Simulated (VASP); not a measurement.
Set up this calculation in VASP 6.6.1, as the native input.

| Property | Result |
| --- | --- |
| Task | relaxation of cell and atoms |
| Functional | r2SCAN |
| Dispersion | rVV10 |
| Potentials or basis | VASP PAW PBE potentials, release 64 (Cu) |
| Cutoff | 520 eV |
| k mesh | 20 × 20 × 20 |
| Occupations | gaussian, width 0.1 eV |
| Spin | no spin polarisation |
| Further INCAR settings | ALGO = Normal; EDIFF = 1e-07; IBRION = 2; EDIFFG = -0.002; NSW = 80; ISIF = 3 |

The structure of Cu lies in POSCAR:

```
Cu                                      
1.0
    0.0000000000      1.7844310277      1.7844310277
    1.7844310277      0.0000000000      1.7844310277
    1.7844310277      1.7844310277     -0.0000000000
  Cu            
     1
Direct
     0.0000000000000000    0.0000000000000000    0.0000000000000000
```

These files were run (other wordings do the same):

INCAR

```
SYSTEM = Cu
PREC = Accurate ; ENCUT = 520
EDIFF = 1E-7 ; ISMEAR = 0
SIGMA = 0.1 ; LREAL = .False.
LASPH = .True. ; NELM = 60
ALGO = Normal ; ISIF = 3
LWAVE = .False. ; LCHARG = .False.
METAGGA = R2SCAN ; LMIXTAU = .True.
LUSE_VDW = .True. ; IVDW_NL = 2
BPARAM = 11.95 ; CPARAM = 0.0093
IBRION = 2 ; NSW = 80
EDIFFG = -0.002
```

KPOINTS

```
Automatic mesh
0
Gamma
  20 20 20
  0 0 0
```

Potentials or basis: VASP PAW PBE potentials, release 64 (Cu).

The run is started by

```console
$ cat potpaw_PBE.64/Cu/POTCAR > POTCAR
$ mpirun -np 1 vasp_std > vasp.out
```

Results of the run:

```yaml
Relaxed_volume: 11.36 Å³/atom
Relaxed_cell: a = 2.523 Å, b = 2.523 Å, c = 2.523 Å, α = 60.00°, β = 60.00°, γ = 60.00°
Space_group_after_relaxing_to_0.05_Å: Fm-3m (No. 225)
Energy_gained_by_relaxing: 0.0 meV/atom
Ionic_steps: 3
Pressure_after_relaxing: 0.0 GPa
Band_gap_on_the_k_mesh: none (metal or under the smearing width)
```

Caveat: the PAW data sets were made with another functional, which shifts forces and pressure a little.

Run time: 3.3 min on 1 thread of Intel(R) Xeon(R) 6975P-C (Granite Rapids), with other jobs on the host, peak memory 0.2 GiB.
